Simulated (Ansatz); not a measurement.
The system is VH2.

```xyz
3
Lattice="0.0000 2.1355 2.1355 2.1355 0.0000 2.1355 2.1355 2.1355 0.0000" Properties=species:S:1:pos:R:3 pbc="T T T"
V     0.0000    0.0000    0.0000
H     3.2032    3.2032    3.2032
H     1.0677    1.0677    1.0677
```

Base run:

| Property | Result |
| --- | --- |
| Program | Ansatz 0.2.0 |
| Functional | r2SCAN |
| Potentials or basis | Ansatz PAW |
| Cutoff | 500 eV |
| Density cutoff | 2000 eV |
| k mesh | 11 × 11 × 11 |
| Occupations | fermi-dirac, width 0.05 eV |
| Spin | collinear spin, ferromagnetic start |
| Starting moments | [2.0, 0.0, 0.0] μB |
| Hubbard terms | V d U = 3 eV |

Its results: band gap on the k mesh none (metal or under the smearing width); pressure 12.9 GPa; net moment 1.86 μB per cell; site moments V +1.40; H -0.01 μB.

Question: The run is repeated on the same cell with these changes: hubbard terms from V d U = 3 eV to V d U = 2 eV. What comes out?

Answer: Band gap on the k mesh none (metal or under the smearing width); pressure 8.7 GPa; net moment 1.70 μB per cell; site moments V +1.28; H -0.01 μB.

Caveats: the magnetic or orbital state may not be the lowest; the PAW data sets come from PBE, with cores solved anew for the run's functional, which leaves a small shift of forces and pressure; the U is typed as a test and isn't derived for this compound.

Not every run made on this cell is shown here.
